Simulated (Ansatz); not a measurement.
# Straining ZrSi2

These are results of Ansatz 0.2.0, DFT PBEsol, scalar-relativistic, plane waves, PAW, not measurements. Run with 420 eV cutoff, 10×4×10 k-mesh, Gaussian smearing of 0.10 eV, no spin polarisation.

The relaxed crystal:

```yaml
crystal:
  lattice:
    - [3.67426, 0.00000, 0.00000]
    - [0.00000, 14.56589, 0.00000]
    - [0.00000, 0.00000, 3.65677]
  atoms:
    - { symbol: Zr, position: [0.00000, 0.10472, 0.25000] }
    - { symbol: Zr, position: [0.50000, 0.39528, 0.75000] }
    - { symbol: Zr, position: [0.50000, 0.60472, 0.25000] }
    - { symbol: Zr, position: [0.00000, 0.89528, 0.75000] }
    - { symbol: Si, position: [0.00000, 0.44604, 0.25000] }
    - { symbol: Si, position: [0.50000, 0.05396, 0.75000] }
    - { symbol: Si, position: [0.50000, 0.24977, 0.25000] }
    - { symbol: Si, position: [0.00000, 0.25023, 0.75000] }
    - { symbol: Si, position: [0.50000, 0.94604, 0.25000] }
    - { symbol: Si, position: [0.00000, 0.55396, 0.75000] }
    - { symbol: Si, position: [0.00000, 0.74977, 0.25000] }
    - { symbol: Si, position: [0.50000, 0.75023, 0.75000] }
```

Deformation: biaxial strain in the a-b plane, with the length and tilt of c and the atoms relaxed, all within the symmetry that the strain leaves. Energies are extrapolated to zero smearing.

| strain (%) | ΔE (meV/atom) | a (Å) | b (Å) | c (Å) |
| --- | --- | --- | --- | --- |
| -6.0 | 103.5 | 3.454 | 13.692 | 3.811 |
| -4.0 | 44.6 | 3.527 | 13.983 | 3.750 |
| -2.0 | 10.9 | 3.601 | 14.275 | 3.701 |
| +0.0 | 0.0 | 3.674 | 14.566 | 3.657 |
| +2.0 | 10.2 | 3.748 | 14.857 | 3.615 |
| +4.0 | 38.2 | 3.821 | 15.149 | 3.575 |

Question: What stiffness (1/V) d²E/dε² at zero strain does a cubic fit over all points give?

Answer: A cubic fit gives (1/V) d²E/dε² = 506 GPa at zero strain (twice the biaxial modulus).

Question: How does the free axis c answer a small strain?

Answer: Between the innermost points its strain is -0.59 times the applied one.

1 further run of this set didn't finish or converge.